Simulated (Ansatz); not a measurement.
input.yaml

```yaml
crystal:
  lattice:
    - [5.6812224, 0.0317422, 0.0574]
    - [0.0256592, 4.5335584, 0.0165648]
    - [0.1238, 0.0441966, 12.189967]
  atoms:
    - { symbol: Rb, position: [0.0349181185, 0.2672866379, 0.8828174475] }
    - { symbol: Rb, position: [0.4407264808, 0.7280452586, 0.4142180937] }
    - { symbol: Rb, position: [0.5514529617, 0.2815862069, 0.5854886914] }
    - { symbol: Rb, position: [0.972902439, 0.7230840517, 0.1174757674] }
basis:
  ecutwfc: 420
kpoints:
  mp_grid: { grid: [8, 8, 4] }
hamiltonian:
  xc: pbesol
scf:
  occupations: { method: gaussian, width: 0.1 }
output:
  forces: true
  stress: true
  eigenvalues: true
```

Command:
```bash
ansatz run input.yaml --threads 1 --pin off --max-ram 1331MiB --backend cpu --events-out ev --progress --plain --runs-dir out
```

The calculation used DFT PBEsol, scalar-relativistic, plane waves, PAW in Ansatz.

From the run's log, abridged:

```
Pseudopotentials: kind: paw
Pseudopotential: Rb, paw, valence charge 9, recommended cutoff 420 eV (normal)
Functional definition: PBEsol
Crystal: 4 atoms, lattice volume = 313.920 Å³
Basis set: ecut = 420 eV, 6169 PW (Γ), exchange–correlation on 80×64×180 points (8 copies of the dense FFT grid, shifted against one another)
Bands: 22, of which v1, the nominal top of the filled ones, is band 18 counted from 1 (17 counted from 0)
Symmetry: 1 space group operations
Space group: P1 (ITA 1), of the structure as read, at distance tolerance 6.8e-5 Å
k-points: 132 of 256 (time reversal used)
Initial density: superposition of atomic densities (neutral atoms: chi_scale 0, normalization atom), corrected by the library's trained network
Initial wavefunctions: pseudopotential atomic-orbital guess
Functional: x = pbesol(κ = 0.804, μ = 0.12345679), c = pbesol(β = 0.046)
SCF iter   1: F=—  HF=-12866.132250 eV  |F-HF|=—  |Δ(HF+E_count)|=         —  Δρ=1.40e-3  dr2=1.00e-2  ethr=1.77e-3  ⟨swp⟩=8.2  Hψ=16291  notcnv=0
SCF iter   2: F=—  HF=-12866.134787 eV  |F-HF|=—  |Δ(HF+E_count)|=   2.54e-3  Δρ=8.70e-4  dr2=5.51e-3  ethr=2.79e-5  ⟨swp⟩=2.0  Hψ=4461  notcnv=0
SCF iter   3: F=—  HF=-12866.136186 eV  |F-HF|=—  |Δ(HF+E_count)|=   1.40e-3  Δρ=2.34e-4  dr2=4.96e-4  ethr=1.53e-5  ⟨swp⟩=2.9  Hψ=5312  notcnv=0
SCF iter   4: F=—  HF=-12866.136207 eV  |F-HF|=—  |Δ(HF+E_count)|=   2.01e-5  Δρ=7.67e-5  dr2=5.29e-5  ethr=1.38e-6  ⟨swp⟩=1.0  Hψ=2907  notcnv=0
SCF iter   5: F=—  HF=-12866.136337 eV  |F-HF|=—  |Δ(HF+E_count)|=   1.31e-4  Δρ=2.96e-5  dr2=6.33e-6  ethr=1.47e-7  ⟨swp⟩=2.4  Hψ=4816  notcnv=0
SCF iter   6: F=—  HF=-12866.136340 eV  |F-HF|=—  |Δ(HF+E_count)|=   3.03e-6  Δρ=7.17e-6  dr2=4.63e-7  ethr=1.76e-8  ⟨swp⟩=1.9  Hψ=3263  notcnv=0
SCF iter   7: F=-12866.136341 eV  HF=-12866.136341 eV  |F-HF|=1.25e-8  |Δ(HF+E_count)|=   1.71e-7  Δρ=1.96e-6  dr2=5.13e-8  ethr=2.78e-10  ⟨swp⟩=8.8  Hψ=16468  notcnv=0
SCF 1 converged in 7 iterations: F = -12866.136341 eV  dr2 = 5.13e-8
SCF converged after 7 iterations
Free energy (F): -12866.136341 eV
Harris-Foulkes:  -12866.136341 eV  (|F-HF|=1.25e-8)
Internal energy: -12866.117505 eV  (E = F + TS)
E sigma→0 (E₀):  -12866.126923 eV
Entropy (-TS):   -0.018836 eV (-4.709 meV/atom)
Fermi energy:    2.632493 eV
--- Per-component energies (eV) ---
  E_band       = -469.194030
  E_kinetic    = 766.098667
  E_local      = -2953.123230  (includes V_loc(G=0)·N_el)
  E_nonlocal   = 702.071005
  E_hartree    = 853.743473
  E_xc         = -512.384908
  E_vxc        = -538.998146  (∫ρ·V_xc dr)
  E_paw        = -10277.349094  (= ΣΔE_a)
  E_vpaw       = -152.732301  (= ΣTr[D̂ρ^β])
  E_aug_tail   = -0.000005  (compensation charges beyond the density's cutoff)
  E_ewald      = -1445.668096
  E_core_change = 0.494683  (= ΣΔE_core)
  E_smearing   = -0.018836  (= −TS)
--- Forces (eV/Å), atoms counted from 1 ---
  atom   1  Rb     0.09865148    -0.06413049    -0.65684945
  atom   2  Rb    -0.50261592     0.42616048    -1.43750567
  atom   3  Rb     0.51516842    -0.42073694     1.44011754
  atom   4  Rb    -0.11120403     0.05870734     0.65423712
--- Stress (GPa, compression-positive) ---
       -0.693611      -0.116308       0.436494
       -0.116308       2.547579      -0.346054
        0.436494      -0.346054       2.363029
  P = ⅓ Tr σ = 1.4057 GPa (14.057 kbar)
--- Band table (eV; the first three rows and the last of 132) ---
  k-point 0: bands = ["-27.2100", "-26.8433", "-26.6335", "-26.5559", "-11.9770", "-11.3850", "-11.2058", "-11.0143", "-10.8953", "-10.8213", "-10.7542", "-10.6946", "-10.5810", "-10.5487", "-10.4854", "-10.4325", "0.4316", "1.5738", "1.7627", "3.2030", "3.8435", "3.8586"]
  k-point 1: bands = ["-27.2100", "-26.8433", "-26.6335", "-26.5559", "-11.9769", "-11.3848", "-11.2059", "-11.0169", "-10.8927", "-10.8220", "-10.7540", "-10.6939", "-10.5815", "-10.5483", "-10.4812", "-10.4370", "0.5141", "1.1588", "2.2304", "3.0855", "3.8227", "3.9262"]
  k-point 2: bands = ["-27.2100", "-26.8433", "-26.6335", "-26.5559", "-11.9769", "-11.3845", "-11.2061", "-11.0193", "-10.8902", "-10.8227", "-10.7538", "-10.6931", "-10.5820", "-10.5479", "-10.4757", "-10.4427", "0.7103", "0.8206", "2.7330", "2.7385", "3.8029", "4.0638"]
  k-point 131: bands = ["-27.1152", "-26.9297", "-26.6011", "-26.5763", "-12.1229", "-11.7178", "-11.0978", "-11.0544", "-10.9486", "-10.9267", "-10.6713", "-10.6531", "-10.6121", "-10.5507", "-10.4921", "-10.3769", "3.0462", "3.1943", "3.2427", "3.3607", "3.8403", "3.8941"]
```

The run converged.